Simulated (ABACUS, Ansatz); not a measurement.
**Cost and result for the equilibrium volume of Ir**

**What was measured.** The equilibrium volume of Ir (Iridium) (Fm-3m) is reported as 14.15 Å³/atom at 299.15 K (a printed reference work). The runs below try to reproduce it.

Symmetry: Fm-3m, No. 225, cubic system. The conventional cell has a = 3.831 Å, b = 3.831 Å, c = 3.831 Å, α = 90.00°, β = 90.00°, γ = 90.00°. Ir (site symmetry m-3m) is surrounded by 12 Ir at 2.71 Å.

| rung | level | program and potentials | cutoff (eV) | k mesh | smearing | task | spin | core time | chip | equilibrium volume (Å³/atom) | miss | notes |
| --- | --- | --- | --- | --- | --- | --- | --- | --- | --- | --- | --- | --- |
| GGA + dispersion | revPBE+D4 | Ansatz, Ansatz PAW | 420 | 12 × 12 × 12 | fermi-dirac 0.05 | relaxation of cell and atoms | off | 4.9 s | Arm Neoverse V1 | 13.98 | -1.2 % | potentials made for PBE, which Ansatz adapts in part |
| GGA + dispersion | RPBE+D4 | Ansatz, Ansatz PAW | 420 | 12 × 12 × 12 | fermi-dirac 0.05 | relaxation of cell and atoms | off | 5.2 s | Arm Neoverse V1 | 13.95 | -1.4 % | potentials made for PBE, which Ansatz adapts in part |
| GGA + dispersion | RPBE+D3(BJ) | Ansatz, Ansatz PAW | 420 | 12 × 12 × 12 | fermi-dirac 0.05 | relaxation of cell and atoms | off | 5.7 s | Arm Neoverse V1 | 12.97 | -8.3 % | potentials made for PBE, which Ansatz adapts in part |
| GGA + dispersion | PBEsol+D3(BJ) | Ansatz, Ansatz PAW | 420 | 12 × 12 × 12 | fermi-dirac 0.05 | relaxation of cell and atoms | off | 5.7 s | Arm Neoverse V1 | 13.74 | -2.9 % | potentials made for PBE, which Ansatz adapts in part |
| hybrid | HSE06 | Ansatz, Ansatz PAW | 420 | 6 × 6 × 6 | fermi-dirac 0.05 | relaxation of cell and atoms | off | 31 s | Arm Neoverse V1 | 14.00 | -1.1 % | coarse mesh; potentials made for PBE, which Ansatz adapts in part |
| hybrid | HSE06 | Ansatz, Ansatz PAW | 420 | 8 × 8 × 8 | fermi-dirac 0.05 | equation of state | off | 2.2 min | AMD EPYC 7R13 Zen 3 | 14.03 | -0.8 % | potentials made for PBE, which Ansatz adapts in part |
| hybrid | r2SCANh | Ansatz, Ansatz PAW | 500 | 6 × 6 × 6 | fermi-dirac 0.05 | equation of state | off | 3.5 min | Arm Neoverse V1 | 14.07 | -0.6 % | coarse mesh; potentials made for PBE, which Ansatz adapts in part |
| hybrid | PBE0 | Ansatz, Ansatz PAW | 420 | 6 × 6 × 6 | methfessel-paxton 0.2 | relaxation of cell and atoms | SOC, no magnetisation | 3.5 min | Arm Neoverse V2 | 14.11 | -0.3 % | coarse mesh; potentials made for PBE, which Ansatz adapts in part |
| GGA | PBE | ABACUS, PseudoDojo NC SR 0.4.1 PBE standard, plane waves | 925 | 12 × 12 × 12 | fermi-dirac 0.05 | equation of state | off | 3.8 min | AMD EPYC 7571 | 14.46 | +2.2 % | - |

Times are single runs on shared hosts and different chips, so they are rough; meshes, cutoffs and the tasks' sizes weigh on the time. Smearing widths are in eV. For a metal such meshes aren't converged. Meshes differ between rows, which moves values too. Meshes are those of the run's cell of 1 atom unless a note names another. Relaxations start from the cell shown or near it and stop with a little pressure left. The cell shown, of 14.06 Å³ an atom, is the runs' start and not the measured value. Misses use the values as printed. Runs on faulty files, with rough fits or with known faults for this quantity aren't shown.

By rung: GGA + dispersion 12.97 to 13.98; GGA 14.46; hybrid 14.03; hybrid on coarse meshes 14.00 to 14.11 (Å³/atom). Measured: 14.15 Å³/atom at 299.15 K (a printed reference work). Closest, coarse meshes and atomic bases left aside, is HSE06 with Ansatz, Ansatz PAW (-0.8 %), and PBE misses by +2.2 % on plain settings. The runs are for a static lattice, while measurements hold temperature and zero-point motion.
